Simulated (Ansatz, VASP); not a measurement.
# Pt: VASP beside Ansatz

```
Pt
1.0
     2.62842    0.00000    0.00000
     0.00000    2.62842    0.00000
     0.00000    0.00000    2.62842
Pt
1
Direct
  0.00000 0.00000 0.00000
```

Alike in both runs: task relaxation of cell and atoms; functional PBE; k mesh 12 × 12 × 12; occupations fermi-dirac, width 0.08 eV; no spin polarisation.

|  | VASP | Ansatz |
| --- | --- | --- |
| version | VASP 6.6.1 | Ansatz 0.2.0 |
| potentials or method | VASP PAW PBE potentials, release 64 (Pt) | PAW with Ansatz's default frozen-core files, scalar-relativistic |
| plane-wave cutoff (eV) | 600 | 420 |
| valence electrons in the cell | 10 | 18 |

|  | VASP | Ansatz | Ansatz less VASP |
| --- | --- | --- | --- |
| relaxed volume (Å³/atom) | 18.05 | 18.09 | +0.038 |
| relaxed cell length with the largest relative difference (Å) | 2.623 | 2.625 | +0.0019 |

The two sets of potentials don't hold the same shells in valence.

Spin-orbit coupling is left out, which matters for the levels of Pt.
